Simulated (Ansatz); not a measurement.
Calculation for rocksalt NbN (100), 4 layers: DFT, PBE, all-electron LAPW, non-relativistic (Ansatz 0.2.0). This run: no relativity.

The slab is cut from a bulk crystal relaxed on PAW files (its atoms may have been relaxed since), whose type needn't be the stable one.

Command: `ansatz run input.yaml --threads 3 --pin off --max-ram 8192MiB --backend cpu --events-out ev --progress --plain --runs-dir out` It took 80 s on 3 threads of Intel(R) Xeon(R) 6975P-C (Granite Rapids), with other jobs on the host, peak memory 1.4 GiB.

```yaml
crystal:
  lattice:
    - [3.126785645, 0.0, 0.0]
    - [0.0, 3.126785645, 0.0]
    - [0.0, 0.0, 22.6329]
  atoms:
    - { symbol: Nb, position: [0.0, 0.0, 0.3592985092] }
    - { symbol: "N", position: [0.5, 0.5, 0.3449984527] }
    - { symbol: Nb, position: [0.5, 0.5, 0.4458568795] }
    - { symbol: "N", position: [0.0, 0.0, 0.4530674125] }
    - { symbol: Nb, position: [0.0, 0.0, 0.5541431203] }
    - { symbol: "N", position: [0.5, 0.5, 0.5469325874] }
    - { symbol: Nb, position: [0.5, 0.5, 0.6407014905] }
    - { symbol: "N", position: [0.0, 0.0, 0.6550015467] }
kpoints:
  mp_grid: { grid: [13, 13, 1] }
scf:
  occupations: { method: fermi_dirac, width: 0.1 }
hamiltonian:
  xc: pbe
  pseudopotentials:
    kind: all_electron
    lapw: { basis_error: 0.001 }
    relativity: none
output:
  forces: true
  stress: true
  eigenvalues: true
efield:
  axis: 3
  amplitude: 0
  dipole_correction: true
```

Output:

```
LAPW: plane waves up to 9.403 Å⁻¹, error target 1.0e-3 eV per atom; N in spheres of 0.963 Å, 7 of its electrons in bands, Dirac shells []; Nb in spheres of 1.159 Å, 31 of its electrons in bands, Dirac shells [] (how accurate: hamiltonian.pseudopotentials.lapw.basis_error, Limitations)
Engine: ansatz 0.2.0
Pseudopotentials: kind: all_electron
Pseudopotential: Nb, LAPW, valence charge 31, lapw/all_electron/none/Nb, Schrödinger's equation, point nucleus
Pseudopotential: N, LAPW, valence charge 7, lapw/all_electron/none/N, Schrödinger's equation, point nucleus
Functional definition: PBE
  parameter kappa = 0.804
  parameter beta = 0.06672455060314922
  exchange = pbe_x(kappa = kappa, mu = beta*pi^2/3)
  correlation = pbe_c(beta = beta)
Crystal: 8 atoms, lattice volume = 221.277 Å³
Basis set: ecut = 336.86315684560196 eV, 3135 PW (Γ), exchange–correlation at level 2
Bands: 92, of which v1, the nominal top of the filled ones, is band 76 counted from 1 (75 counted from 0)
Symmetry: 8 space group operations
k-points: 28 of 169
Non-local potential: Nb, projectors of the file, none
Non-local potential: N, projectors of the file, none
Initial density: superposition of atomic densities (neutral atoms: chi_scale 0, normalization atom)
Initial wavefunctions: plane waves of lowest kinetic energy (no species holds an atomic orbital)
Functional: x = pbe(κ = 0.804, μ = 0.2195149727645171), c = pbe(β = 0.06672455060314922)
iter 1 solved again at ethr=2.57e-2 eV; its pass at ethr=1.00e-1 eV (dr2=3.91e1 eV) is discarded
SCF iter   1: F=—  HF=-414735.761406 eV  |F-HF|=—  |Δ(HF+E_count)|=         —  Δρ=1.09e-1  dr2=3.91e1  ethr=2.57e-2  p=0.000 e·Å  D=1.05e-13 V/Å  ΔV_dip=-0.00 eV  dr2_dipole=4.67e-12  V_vac-E_F(+/−)=6.11/6.11 eV  ⟨swp⟩=2.0  Hψ=16401  notcnv=0
efield: sawtooth ramp at fractional position 0.9500 (placed from the atoms, in the widest stretch of the axis that holds none; the zero of the levels goes with the place), width 0.1000; the density the first Hamiltonian is built on has a dipole p = 0.000 e·Å; the dipole correction subtracts the counter field D = 2.18e-13 V/Å, which shifts the + side's vacuum level by -0.00 eV against the − side's; the planar-averaged density in the ramp window peaks in size at 4.8e-6 e/Å³
preconditioner: auto → LDOS  [metal: Δε(μ)=0.013 eV  Ē_g=11.285 eV  σ=0.100 eV  W_gap=0.03  n_scr=62 (ndim 8)  ℏωp=15.8 eV  f_vac=0.562  D(μ)=3.48/eV (n_scr^D=12)  β→1.0]
SCF iter   2: F=—  HF=-414728.605980 eV  |F-HF|=—  |Δ(HF+E_count)|=    7.16e0  Δρ=8.07e-2  dr2=2.91e1  ethr=2.57e-2  p=-0.000 e·Å  D=-8.36e-6 V/Å  ΔV_dip=0.00 eV  dr2_dipole=1.06e-7  V_vac-E_F(+/−)=0.86/0.86 eV  ⟨swp⟩=3.5  Hψ=7342  notcnv=0  defer=1
iter 3 solved again at ethr=7.13e-4 eV; its pass at ethr=1.91e-2 eV (dr2=1.08e0 eV) is discarded
SCF iter   3: F=—  HF=-414721.426002 eV  |F-HF|=—  |Δ(HF+E_count)|=    7.18e0  Δρ=1.76e-2  dr2=1.09e0  ethr=7.13e-4  p=0.000 e·Å  D=9.44e-6 V/Å  ΔV_dip=-0.00 eV  dr2_dipole=3.80e-13  V_vac-E_F(+/−)=3.43/3.42 eV  ⟨swp⟩=2.0  Hψ=12943  notcnv=0  defer=1
SCF iter   4: F=—  HF=-414721.188604 eV  |F-HF|=—  |Δ(HF+E_count)|=         —  Δρ=2.96e-3  dr2=6.34e-2  ethr=7.13e-4  p=0.000 e·Å  D=1.09e-7 V/Å  ΔV_dip=-0.00 eV  dr2_dipole=8.71e-11  V_vac-E_F(+/−)=2.96/2.96 eV  ⟨swp⟩=2.9  Hψ=8312  notcnv=0
the basis was enlarged: its passes take 852.0 KiB over the memory plan, 3 of 3 planned eigensolver slots
SCF iter   5: F=—  HF=-414721.183933 eV  |F-HF|=—  |Δ(HF+E_count)|=   4.67e-3  Δρ=1.83e-3  dr2=1.95e-2  ethr=4.17e-5  p=0.000 e·Å  D=2.84e-9 V/Å  ΔV_dip=-0.00 eV  dr2_dipole=6.78e-12  V_vac-E_F(+/−)=3.02/3.02 eV  ⟨swp⟩=2.0  Hψ=7896  notcnv=0
SCF iter   6: F=—  HF=-414721.180984 eV  |F-HF|=—  |Δ(HF+E_count)|=   2.95e-3  Δρ=2.89e-4  dr2=7.95e-4  ethr=1.29e-5  p=-0.000 e·Å  D=-2.78e-9 V/Å  ΔV_dip=0.00 eV  dr2_dipole=7.07e-13  V_vac-E_F(+/−)=3.19/3.19 eV  ⟨swp⟩=2.5  Hψ=7926  notcnv=0
SCF iter   7: F=—  HF=-414721.180817 eV  |F-HF|=—  |Δ(HF+E_count)|=   1.67e-4  Δρ=8.38e-5  dr2=4.05e-5  ethr=5.23e-7  p=-0.000 e·Å  D=-2.23e-9 V/Å  ΔV_dip=0.00 eV  dr2_dipole=6.12e-16  V_vac-E_F(+/−)=3.23/3.23 eV  ⟨swp⟩=3.0  Hψ=8394  notcnv=0
SCF iter   8: F=—  HF=-414721.180813 eV  |F-HF|=—  |Δ(HF+E_count)|=   4.54e-6  Δρ=2.82e-5  dr2=7.78e-6  ethr=2.66e-8  p=0.000 e·Å  D=8.84e-9 V/Å  ΔV_dip=-0.00 eV  dr2_dipole=5.26e-15  V_vac-E_F(+/−)=3.25/3.25 eV  ⟨swp⟩=3.0  Hψ=8467  notcnv=0
SCF iter   9: F=—  HF=-414721.180813 eV  |F-HF|=—  |Δ(HF+E_count)|=   2.25e-7  Δρ=1.21e-5  dr2=8.98e-7  ethr=5.12e-9  p=0.000 e·Å  D=9.07e-9 V/Å  ΔV_dip=-0.00 eV  dr2_dipole=5.24e-16  V_vac-E_F(+/−)=3.26/3.26 eV  ⟨swp⟩=3.0  Hψ=8401  notcnv=0
SCF iter  10: F=-414721.180813 eV  HF=-414721.180813 eV  |F-HF|=1.53e-8  |Δ(HF+E_count)|=   4.48e-8  Δρ=1.74e-6  dr2=2.98e-8  ethr=5.91e-10  p=0.000 e·Å  D=3.98e-9 V/Å  ΔV_dip=-0.00 eV  dr2_dipole=1.37e-16  V_vac-E_F(+/−)=3.26/3.26 eV  ⟨swp⟩=2.7  Hψ=7929  notcnv=0
SCF 1 converged in 10 iterations: F = -414721.180813 eV  dr2 = 2.98e-8
SCF converged after 10 iterations
[... lines left out ...]
E sigma→0 (E₀):  -414721.111339 eV
Entropy (-TS):   -0.138948 eV (-17.368 meV/atom)
Fermi energy:    6.462318 eV
Dipole field:    D = 0.000000 V/Å  (p = 0.000000 e·Å, saw-weighted, corrected)
Work function:   Φ+ = 3.2598 eV   Φ− = 3.2598 eV
Levels:          The Fermi level and band energies are counted from a zero that moves with the ramp; work functions are not
--- Per-component energies (eV) ---
  E_band       = -22839.855545
  E_kinetic    = 414481.730497
  E_xc         = -13462.496179
  E_efield     = 0.000000  (sawtooth field / dipole correction)
  E_electrostatic = -815740.276183  (all electrons and nuclei)
  E_smearing   = -0.138948  (= −TS)
  E_closure    = 0.000000  (closes the sum)
  E_atoms      = -414642.022481  (free atoms, spherical and without spin; not in F)
  Σ components = -414721.180813   (vs F -414721.180813, Δ=0.00e0)
  Basis errors (estimates in eV, not in F): energy 4.6e-4 per atom: plane waves 4.1e-4 (2.4e-4 summed), levels above the bands 1.8e-18, relativity 0.0e0, radial functions 5.2e-5, core shells 1.0e-10; eigenvalues (radial functions only) 7.0e-6; not estimated: angular momenta, meshes, grids; target (lapw.basis_error) 1.0e-3; muffin-tin radii N 0.963 Å, Nb 1.159 Å
--- Forces (eV/Å), atoms counted from 1 ---
  atom   1  Nb    -0.00000000    -0.00000000    -0.16242503
  atom   2  N      0.00000000     0.00000000     0.01193273
  atom   3  Nb     0.00000000    -0.00000000     0.00646055
  atom   4  N     -0.00000000     0.00000000    -0.04221646
  atom   5  Nb    -0.00000000     0.00000000    -0.00646055
  atom   6  N      0.00000000     0.00000000     0.04221640
  atom   7  Nb     0.00000000     0.00000000     0.16242504
  atom   8  N     -0.00000000    -0.00000000    -0.01193261
  max |Σ_I F_I| component: 6.16e-8 eV/Å
--- Stress (GPa, compression-positive) ---
       -4.949953       0.000000       0.000000
        0.000000      -4.949953       0.000000
        0.000000       0.000000       0.740305
  P = ⅓ Tr σ = -3.0532 GPa (-30.532 kbar)
--- Band table (eV; the first three rows and the last of 28) ---
  k-point 0: bands = ["-410.9931", "-410.9931", "-410.9400", "-410.9400", "-371.1714", "-371.1714", "-370.7384", "-370.7384", "-333.0232", "-333.0232", "-333.0232", "-333.0232", "-333.0057", "-333.0057", "-332.9758", "-332.9758", "-332.9758", "-332.9758", "-332.9405", "-332.9405", "-190.5664", "-190.5664", "-190.5573", "-190.5573", "-190.5567", "-190.5567", "-190.5371", "-190.5371", "-190.5371", "-190.5371", "-190.5251", "-190.5251", "-190.5081", "-190.5081", "-190.4969", "-190.4969", "-190.4782", "-190.4782", "-190.4782", "-190.4782", "-46.4993", "-46.4703", "-46.2982", "-46.2705", "-25.3082", "-25.1966", "-24.9001", "-24.9001", "-24.8448", "-24.8448", "-24.7723", "-24.5663", "-24.5638", "-24.5638", "-24.5297", "-24.5297", "-10.1084", "-9.7203", "-8.9295", "-8.8925", "-0.1734", "1.3746", "1.9483", "2.1221", "2.2193", "2.3889", "2.4394", "2.4394", "3.0099", "3.0099", "3.8187", "3.8187", "3.8658", "3.8658", "4.1332", "4.6789", "5.1735", "5.1735", "6.4162", "6.4162", "6.4590", "6.5423", "6.7994", "7.9944", "8.0531", "8.2268", "8.7426", "8.9009", "9.4080", "9.4080", "9.5732", "9.5732"]
  k-point 1: bands = ["-410.9931", "-410.9931", "-410.9400", "-410.9400", "-371.1714", "-371.1714", "-370.7384", "-370.7384", "-333.0232", "-333.0232", "-333.0232", "-333.0232", "-333.0057", "-333.0057", "-332.9758", "-332.9758", "-332.9758", "-332.9758", "-332.9405", "-332.9405", "-190.5664", "-190.5664", "-190.5573", "-190.5573", "-190.5567", "-190.5567", "-190.5371", "-190.5371", "-190.5371", "-190.5371", "-190.5251", "-190.5251", "-190.5081", "-190.5081", "-190.4969", "-190.4969", "-190.4782", "-190.4782", "-190.4782", "-190.4782", "-46.4930", "-46.4648", "-46.2975", "-46.2707", "-25.3013", "-25.2095", "-24.9417", "-24.9289", "-24.8910", "-24.8370", "-24.7084", "-24.6212", "-24.5635", "-24.5609", "-24.5307", "-24.5305", "-10.0342", "-9.6546", "-8.8609", "-8.8261", "-0.1813", "1.2110", "1.6768", "2.0699", "2.0807", "2.1518", "2.1982", "2.4922", "2.6825", "2.8993", "3.5048", "3.5555", "3.6742", "3.8105", "4.5857", "5.0109", "5.2006", "5.2090", "6.2746", "6.3124", "6.6823", "7.1448", "7.1517", "8.1146", "8.3932", "8.6256", "8.9235", "9.0423", "9.4225", "9.4343", "9.5133", "9.5245"]
  k-point 2: bands = ["-410.9931", "-410.9931", "-410.9400", "-410.9400", "-371.1714", "-371.1714", "-370.7384", "-370.7384", "-333.0232", "-333.0232", "-333.0232", "-333.0232", "-333.0057", "-333.0057", "-332.9758", "-332.9758", "-332.9758", "-332.9758", "-332.9405", "-332.9405", "-190.5664", "-190.5664", "-190.5573", "-190.5573", "-190.5567", "-190.5567", "-190.5371", "-190.5371", "-190.5371", "-190.5371", "-190.5251", "-190.5251", "-190.5081", "-190.5081", "-190.4969", "-190.4969", "-190.4782", "-190.4782", "-190.4782", "-190.4782", "-46.4749", "-46.4491", "-46.2962", "-46.2718", "-25.2847", "-25.2551", "-25.0903", "-25.0038", "-24.8650", "-24.8147", "-24.6865", "-24.6711", "-24.6214", "-24.5632", "-24.5341", "-24.5186", "-9.8244", "-9.4705", "-8.6671", "-8.6385", "-0.2094", "0.6389", "1.3527", "1.4166", "1.6464", "1.7979", "1.9256", "1.9901", "2.2049", "2.5259", "2.8387", "2.8906", "3.9814", "4.2290", "5.2218", "5.3463", "5.3503", "5.6319", "6.2426", "6.4041", "6.9571", "7.8970", "8.1871", "8.2737", "9.1660", "9.2035", "9.2685", "9.4214", "9.5037", "9.5737", "9.5965", "9.6871"]
  k-point 27: bands = ["-410.9931", "-410.9931", "-410.9400", "-410.9400", "-371.1714", "-371.1714", "-370.7384", "-370.7384", "-333.0232", "-333.0232", "-333.0232", "-333.0232", "-333.0057", "-333.0057", "-332.9758", "-332.9758", "-332.9758", "-332.9758", "-332.9405", "-332.9405", "-190.5664", "-190.5664", "-190.5573", "-190.5573", "-190.5567", "-190.5567", "-190.5371", "-190.5371", "-190.5371", "-190.5371", "-190.5251", "-190.5251", "-190.5081", "-190.5081", "-190.4969", "-190.4969", "-190.4782", "-190.4782", "-190.4782", "-190.4782", "-46.2820", "-46.2811", "-46.2783", "-46.2782", "-25.4216", "-25.4195", "-25.3438", "-25.3351", "-24.9717", "-24.9323", "-24.9165", "-24.8844", "-24.8564", "-24.8528", "-24.7955", "-24.7934", "-9.6472", "-9.6428", "-8.6159", "-8.6153", "0.5517", "0.7391", "1.1119", "1.2225", "1.6182", "1.6955", "2.2256", "2.2394", "2.3147", "2.3689", "2.4390", "2.6036", "3.2305", "3.4348", "4.5070", "4.5509", "8.0818", "8.2176", "8.6534", "8.7292", "9.1994", "9.2102", "9.3086", "9.3439", "9.3957", "9.5562", "9.6534", "9.7499", "10.2212", "10.2786", "10.7593", "10.7817"]
```
